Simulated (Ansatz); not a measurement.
**Which of these structures of F lies lowest?**

Method: DFT, PBE, all-electron LAPW, scalar-relativistic in Ansatz 0.2.0.

Each cell is taken as listed (from a database or a relaxation; residual pressures are under 0.6 GPa and forces under 0.08 eV/Å), on meshes of about 0.2 Å⁻¹ spacing; energies are extrapolated to zero smearing, with no zero-point or thermal terms. Other structures, the observed one among them, may be missing from this set and lie lower. No run is spin-polarised.

Q: Order the structures by energy per atom, lowest first, and give the differences.
A.
```
F
1.0
     2.90349    0.00000    0.00000
    -1.45175    2.51450    0.00000
     0.00000    0.00000    2.92067
F
2
Direct
  0.33333 0.66667 0.25000
  0.66667 0.33333 0.75000
```
(hcp type, relaxed by us; 19×19×10 mesh on the primitive cell, smearing 0.08 eV, P = 0.0 GPa)
B.
```cif
data_structure
_symmetry_space_group_name_H-M 'Fm-3m'
_symmetry_Int_Tables_number 225
_cell_length_a 3.4346
_cell_length_b 3.4346
_cell_length_c 3.4346
_cell_angle_alpha 90.000
_cell_angle_beta 90.000
_cell_angle_gamma 90.000
_cell_volume 40.52
loop_
_atom_site_label
_atom_site_type_symbol
_atom_site_symmetry_multiplicity
_atom_site_Wyckoff_symbol
_atom_site_fract_x
_atom_site_fract_y
_atom_site_fract_z
_atom_site_occupancy
F1 F 4 a 0.00000 0.00000 0.00000 1
```
(fcc type, relaxed by us; 16×16×16 mesh on the primitive cell, smearing 0.05 eV, P = -0.1 GPa)
C.
```
F
1.0
     0.00000    2.43708    2.43708
     2.43708    0.00000    2.43708
     2.43708    2.43708    0.00000
F
2
Cartesian
  0.0000 0.0000 0.0000
  1.2185 1.2185 1.2185
```
(diamond type, relaxed by us; 16×16×16 mesh on the primitive cell, smearing 0.05 eV, P = 0.0 GPa)
D.
```
F
1.0
     2.19408    0.00000    0.00000
     0.00000    2.19408    0.00000
     0.00000    0.00000    2.19408
F
1
Direct
  0.00000 0.00000 0.00000
```
(sc type, relaxed by us; 15×15×15 mesh on the primitive cell, smearing 0.08 eV, P = -0.1 GPa)

A: D (0 meV/atom), A (81 meV/atom), C (90 meV/atom), B (274 meV/atom).
